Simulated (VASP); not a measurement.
# TaN (P-6m2) in VASP: further runs

Runs on TaN. Level: PBE. Tasks: relaxation of cell and atoms.

Program: VASP 6.6.1. These are calculated values, not measurements. Logs are shortened: lines on timing, memory, paths and dates and some standing lists are left out, and cuts for length are marked.

### Step 1. The structure

It takes space group P-6m2 (No. 187, hexagonal). The conventional cell has a = 2.938 Å, b = 2.938 Å, c = 2.883 Å, α = 90.00°, β = 90.00°, γ = 120.00°. Around Ta (site symmetry -6m2) lie 6 N at 2.23 Å. N (site symmetry -6m2) has 6 Ta at 2.23 Å as nearest neighbours.

### Step 2. Relaxation of cell and atoms, PBE

File INCAR:

```
PREC = Accurate ; ENCUT = 520
EDIFF = 1E-6 ; ISMEAR = 0
SIGMA = 0.1 ; LREAL = F
LASPH = T ; NELM = 120
ALGO = Normal ; ISIF = 3
LWAVE = F ; LCHARG = F
GGA = PE ; IBRION = 2
NSW = 90 ; EDIFFG = -0.01
```

File KPOINTS:

```
Automatic mesh
0
Gamma
  10 10 9
```

File POSCAR:

```
TaN
1.0
    2.9380000000      0.0000000000      0.0000000000
   -1.4690000000      2.5443826400      0.0000000000
    0.0000000000      0.0000000000      2.8830000000
Ta N
1 1
Direct
    0.0000000000      0.0000000000      0.5000000000
    0.6666666700      0.3333333300      0.0000000000
```

Potentials or basis: VASP PAW PBE potentials, release 64 (Ta_pv, N).

The run is started by

```sh
$ cat potpaw_PBE.64/Ta_pv/POTCAR potpaw_PBE.64/N/POTCAR > POTCAR
$ mpirun -np 1 vasp_std > vasp.out
```

OUTCAR:

```text
PREC = Accurate
   ENCUT = 520
   EDIFF = 1E-6
   ISMEAR = 0
   LREAL = F
   LASPH = T
   NELM = 120
   ISIF = 3
   GGA = PE
   IBRION = 2
   NSW = 90
   EDIFFG = -0.01

 ion  position               nearest neighbor table
   1  0.000  0.000  0.500-   2 2.23   2 2.23   2 2.23   2 2.23   2 2.23   2 2.23
   2  0.667  0.333  0.000-   1 2.23   1 2.23   1 2.23   1 2.23   1 2.23   1 2.23

  LATTYP: Found a hexagonal cell.
 ALAT       =     2.9380000000
 C/A-ratio  =     0.9812797822

  Lattice vectors:

 A1 = (   2.9380000000,   0.0000000000,   0.0000000000)
 A2 = (  -1.4690000000,   2.5443826400,   0.0000000000)
 A3 = (   0.0000000000,   0.0000000000,   2.8830000000)

Analysis of symmetry for initial positions (statically):
=====================================================================
 Subroutine PRICEL returns:
 Original cell was already a primitive cell.

 Routine SETGRP: Setting up the symmetry group for a
 hexagonal supercell.

 Subroutine GETGRP returns: Found 12 space group operations
 (whereof 12 operations were pure point group operations)
 out of a pool of 24 trial point group operations.

The static configuration has the point symmetry D_3h.

Analysis of symmetry for dynamics (positions and initial velocities):
=====================================================================
 Subroutine PRICEL returns:
 Original cell was already a primitive cell.

 Routine SETGRP: Setting up the symmetry group for a
 hexagonal supercell.

 Subroutine GETGRP returns: Found 12 space group operations
 (whereof 12 operations were pure point group operations)
 out of a pool of 24 trial point group operations.

The dynamic configuration has the point symmetry D_3h.

 Subroutine INISYM returns: Found 12 space group operations
 (whereof 12 operations are pure point group operations),
 and found     1 'primitive' translations

----------------------------------------------------------------------------------------

                                     Primitive cell

  volume of cell :      21.5516

  direct lattice vectors                    reciprocal lattice vectors
     2.938000000  0.000000000  0.000000000     0.340367597  0.196511323  0.000000000
    -1.469000000  2.544382640  0.000000000     0.000000000  0.393022647  0.000000000
     0.000000000  0.000000000  2.883000000     0.000000000  0.000000000  0.346860909

  length of vectors
     2.938000000  2.938000003  2.883000000     0.393022647  0.393022647  0.346860909

  position of ions in fractional coordinates (direct lattice)
     0.000000000  0.000000000  0.500000000
     0.666666670  0.333333330  0.000000000

  ion indices of the primitive-cell ions
   primitive index   ion index
                 1           1
                 2           2

----------------------------------------------------------------------------------------

 KPOINTS: Automatic mesh

Automatic generation of k-mesh.
 Grid dimensions read from file:
 generate k-points for:   10   10    9

 Generating k-lattice:

  Cartesian coordinates                     Fractional coordinates (reciprocal lattice)
     0.034036760  0.019651132  0.000000000     0.100000000  0.000000000  0.000000000
     0.000000000  0.039302265  0.000000000     0.000000000  0.100000000  0.000000000
     0.000000000  0.000000000  0.038540101     0.000000000  0.000000000  0.111111111

  Length of vectors
     0.039302265  0.039302265  0.038540101

  Shift w.r.t. Gamma in fractional coordinates (k-lattice)
     0.000000000  0.000000000  0.000000000

 Subroutine IBZKPT returns following result:
 ===========================================

 Found     70 irreducible k-points:

 Following reciprocal coordinates:
            Coordinates               Weight
  0.000000  0.000000  0.000000      1.000000
  0.100000 -0.000000  0.000000      6.000000
  0.200000 -0.000000  0.000000      6.000000
  0.300000  0.000000  0.000000      6.000000
  0.400000 -0.000000  0.000000      6.000000
  0.500000  0.000000  0.000000      3.000000
[... 16 lines left out ...]
  0.300000  0.100000  0.111111     24.000000
  0.400000  0.100000  0.111111     24.000000
 [... further k-points ...]
   k-points           NKPTS =     70   k-points in BZ     NKDIM =     70   number of bands    NBANDS=     12
   number of dos      NEDOS =    301   number of ions     NIONS =      2
   total plane-waves  NPLWV =  13824
   dimension x,y,z NGX =    24 NGY =   24 NGZ =   24
   dimension x,y,z NGXF=    48 NGYF=   48 NGZF=   48
   ions per type =               1   1
   NGX,Y,Z   is equivalent  to a cutoff of  13.58, 13.58, 13.84 a.u.
   NGXF,Y,Z  is equivalent  to a cutoff of  27.16, 27.16, 27.68 a.u.
 SYSTEM =  unknown system
   PREC   = accura    normal or accurate (medium, high low for compatibility)
   ISTART =      0    job   : 0-new  1-cont  2-samecut
   ICHARG =      2    charge: 1-file 2-atom 10-const
   ISPIN  =      1    spin polarized calculation?
   LNONCOLLINEAR =      F non collinear calculations
   LSORBIT =      F    spin-orbit coupling
   LASPH  =      T    aspherical Exc in radial PAW
   ENCUT  =  520.0 eV  38.22 Ry    6.18 a.u.   5.46  5.46  5.36*2*pi/ulx,y,z
   NELM   =    120;   NELMIN=  2; NELMDL= -5     # of ELM steps
   EDIFF  = 0.1E-05   stopping-criterion for ELM
   LREAL  =      F    real-space projection
   EDIFFG = -.1E-01   stopping-criterion for IOM
   NSW    =     90    number of steps for IOM
   IBRION =      2    ionic relax: 0-MD 1-quasi-New 2-CG
   NFREE  =      1    steps in history (QN), initial steepest desc. (CG)
   ISIF   =      3    stress and relaxation
   ISYM   =      2    0-nonsym 1-usesym 2-fastsym
   POTIM  = 0.5000    time-step for ionic-motion
   TEBEG  =    0.0;   TEEND  =   0.0 temperature during run
   PSTRESS=    0.0 pullay stress
   NELECT =      16.0000    total number of electrons
   NUPDOWN=      -1.0000    fix difference up-down
   EMIN   =  10.00;   EMAX   =-10.00  energy-range for DOS
   EFERMI =   0.00;   METHOD = LEGACY
   ISMEAR =     0;   SIGMA  =   0.10  broadening in eV -4-tet -1-fermi 0-gaus
   EFERMI_NEDOS =   21; number of points for ismear=-14 and -15
   IALGO  =     38    algorithm
   IMIX   =      4    mixing-type and parameters
     AMIX     =   0.40;   BMIX     =  1.00
     AMIX_MAG =   1.60;   BMIX_MAG =  1.00
  volume/ion in A,a.u.               =      10.78        72.72
  Fermi-wavevector in a.u.,A,eV,Ry     =   1.482365  2.801264 29.897531  2.197407
  Thomas-Fermi vector in A             =   2.596160
   LORBIT       =      0    0 simple, 1 ext, 2 COOP (PROOUT), +10 PAW based schemes
   GGA     = PE    functional components
   LHFCALC =     F    Hartree Fock is set to
   AEXX    =    0.0000 exact exchange contribution
   IVDW    =     0    specifies the selected vdW correction
   LEPSILON=     F    determine dielectric tensor
   LRPA    =     F    only Hartree local field effects (RPA)
 conjugate gradient relaxation of ions
 non-spin polarized calculation
 Gauss-broadening in eV      SIGMA  =   0.10
  energy-cutoff  :      520.00
  volume of cell :       21.55
 maximum number of plane-waves:       599
 NGX is ok and might be reduce to    24
   NGX = 11   NGY = 11   NGZ = 11

--------------------------------------- Ionic step        1  -------------------------------------------

 number of electron      16.0000001 magnetization

 Free energy of the ion-electron system (eV)
  ---------------------------------------------------
  ext. energy  EPLUGINS =         0.00000000
  ---------------------------------------------------
  free energy    TOTEN  =       -22.44092837 eV

  energy without entropy =      -22.44085128  energy(sigma->0) =      -22.44088983

------------------------ aborting loop because EDIFF is reached ----------------------------------------

  FORCE on cell =-STRESS in cart. coord.  units (eV):
  Direction    XX          YY          ZZ          XY          YZ          ZX
  --------------------------------------------------------------------------------------
  -------------------------------------------------------------------------------------
  Total        0.6714612      0.6714612      0.8358245      0.0000000     -0.0000000      0.0000000
  in kB       49.9174821     49.9174823     62.1365078      0.0000000     -0.0000000      0.0000000
  external PRESSURE =      53.9904907 kB  Pullay stress =       0.0000000 kB
[... 57 lines left out ...]
  energy  without entropy=      -22.4152094226  energy(sigma->0) =      -22.41525882

--------------------------------------- Ionic step        3  -------------------------------------------

 number of electron      16.0000001 magnetization

 Free energy of the ion-electron system (eV)
  ---------------------------------------------------
  ext. energy  EPLUGINS =         0.00000000
  ---------------------------------------------------
  free energy    TOTEN  =       -22.44648477 eV

  energy without entropy =      -22.44640176  energy(sigma->0) =      -22.44644327

 E-fermi :   8.1697     XC(G=0): -13.2612

 val. band max:        8.0325060970   @ k =   0.0000   0.0000   0.4444
 cond. band min:       8.3223896641   @ k =   0.0000   0.0000   0.3333
 fundamental gap:      0.2898835672
 Fermi energy:         8.1696825321

 k-point     1 :       0.0000    0.0000    0.0000
  band No.  band energies     occupation
      1     -26.8049      2.00000
      2     -26.5440      2.00000
      3     -26.5440      2.00000
      4      -9.5691      2.00000
      5       3.6057      2.00000
      6       3.6057      2.00000
      7       3.9516      2.00000
      8       5.1779      2.00000
      9      10.1976      0.00000
     10      11.5997      0.00000
     11      11.5997      0.00000
     12      12.0057      0.00000
[... 331 lines left out ...]
 k-point    24 :       0.4000    0.1000    0.1111
  band No.  band energies     occupation
      1     -27.4545      2.00000
      2     -26.8095      2.00000
      3     -26.7627      2.00000
      4      -7.3367      2.00000
      5       0.1479      2.00000
      6       2.7739      2.00000
      7       3.9749      2.00000
      8       5.8605      2.00000
      9      10.6241      0.00000
     10      11.6276      0.00000
     11      12.5234      0.00000
     12      13.7849      0.00000

 [... further k-points ...]

------------------------ aborting loop because EDIFF is reached ----------------------------------------

  FORCE on cell =-STRESS in cart. coord.  units (eV):
  Direction    XX          YY          ZZ          XY          YZ          ZX
  --------------------------------------------------------------------------------------
  -------------------------------------------------------------------------------------
  Total       -0.0001237     -0.0001237     -0.0193133      0.0000000     -0.0000000     -0.0000000
  in kB       -0.0090542     -0.0090542     -1.4137568      0.0000000     -0.0000000     -0.0000000
  external PRESSURE =      -0.4772884 kB  Pullay stress =       0.0000000 kB
[... 17 lines left out ...]
  FREE ENERGIE OF THE ION-ELECTRON SYSTEM (eV)
  ---------------------------------------------------
  free  energy   TOTEN  =       -22.4464847738 eV

  energy  without entropy=      -22.4464017625  energy(sigma->0) =      -22.44644327

 reached required accuracy - stopping structural energy minimisation
```

Wall time 12 s (1 thread of Intel Xeon 6975P-C (Granite Rapids), shared host); peak memory 0.16 GiB.

Results:

- Free energy: -22.4465 eV
- Relaxed volume: 10.94 Å³/atom
- Relaxed cell: a = 2.952 Å, b = 2.952 Å, c = 2.900 Å, α = 90.00°, β = 90.00°, γ = 120.00°
- Space group after relaxing (to 0.05 Å): P-6m2 (No. 187)
- Energy gained by relaxing: 2.8 meV/atom
- Ionic steps: 3
- Pressure after relaxing: 0.0 GPa
- Band gap on the k mesh: none (metal or under the smearing width)

The path:
```
step  energy change (eV)  largest force (eV/Å)  pressure (GPa)  volume (Å³)
   1              0.0000                0.0000            5.40        21.55
   2              0.0256                0.0000          -11.62        22.70
   3             -0.0056                0.0000           -0.05        21.89
```

Final structure:
```cif
data_structure
_symmetry_space_group_name_H-M 'P 1'
_symmetry_Int_Tables_number 1
_cell_length_a 2.9520
_cell_length_b 2.9520
_cell_length_c 2.9001
_cell_angle_alpha 90.000
_cell_angle_beta 90.000
_cell_angle_gamma 120.000
_cell_volume 21.89
loop_
_atom_site_label
_atom_site_type_symbol
_atom_site_fract_x
_atom_site_fract_y
_atom_site_fract_z
_atom_site_occupancy
Ta1 Ta 0.00000 0.00000 0.50000 1
N1 N 0.66667 0.33333 0.00000 1
```

Spin-orbit coupling is left out, which matters for the levels of Ta. PBE usually gives volumes a little too large and moduli too small.

### Step 3. Relaxation of cell and atoms, PBE

This run uses another cell than the first one, of 10.94 Å³/atom, 1.016 times its volume.

File INCAR:

```
PREC = Accurate ; ENCUT = 520
EDIFF = 1E-7 ; ISMEAR = 0
SIGMA = 0.1 ; LREAL = F
LASPH = T ; NELM = 120
ALGO = Normal ; ISIF = 3
LWAVE = F ; LCHARG = F
GGA = PE ; IBRION = 2
NSW = 60 ; EDIFFG = -0.005
POTIM = 0.3
```

KPOINTS is that of step 2.

File POSCAR:

```
TaN                                     
1.0
    2.9520330566     -0.0000000000      0.0000000000
   -1.4760165283      2.5565356236     -0.0000000000
    0.0000000000     -0.0000000000      2.9001411241
  Ta              N             
     1     1
Direct
     0.0000000000000000    0.0000000000000000    0.5000000000000000
     0.6666666699999979    0.3333333300000021    1.0000000000000000
```

Potentials or basis: VASP PAW PBE potentials, release 64 (Ta_pv, N).

The run is started by

```sh
$ cat potpaw_PBE.64/Ta_pv/POTCAR potpaw_PBE.64/N/POTCAR > POTCAR
$ mpirun -np 1 vasp_std > vasp.out
```

Run time: 10 s. Hardware: 1 thread of Intel Xeon 6975P-C (Granite Rapids), shared host; peak memory 0.15 GiB.

It converged, with:

```yaml
Free_energy: -22.4468 eV
Relaxed_volume: 10.94 Å³/atom
Relaxed_cell: a = 2.952 Å, b = 2.952 Å, c = 2.900 Å, α = 90.00°, β = 90.00°, γ = 120.00°
Space_group_after_relaxing_to_0.05_Å: P-6m2 (No. 187)
Energy_gained_by_relaxing: 0.0 meV/atom
Ionic_steps: 3
Pressure_after_relaxing: 0.0 GPa
Band_gap_on_the_k_mesh: none (metal or under the smearing width)
```

Final structure:
```yaml
crystal:
  lattice:
    - [2.95200, 0.00000, 0.00000]
    - [-1.47600, 2.55650, 0.00000]
    - [0.00000, 0.00000, 2.89967]
  atoms:
    - { symbol: Ta, position: [0.00000, 0.00000, 0.50000] }
    - { symbol: N, position: [0.66667, 0.33333, 0.00000] }
```

Levels at points of the mesh, in eV from the Fermi level:
```csv
k point,band 4,band 5,band 6,band 7,band 8,band 9,band 10,band 11,band 12
"(0.00, 0.00, 0.00)",-17.74,-4.57,-4.57,-4.22,-2.99,2.03,3.43,3.43,3.84
"(0.50, 0.00, 0.00)",-15.51,-8.27,-5.20,-3.49,-3.23,2.87,3.86,5.05,5.12
```

Spin-orbit coupling is left out, which matters for the levels of Ta.
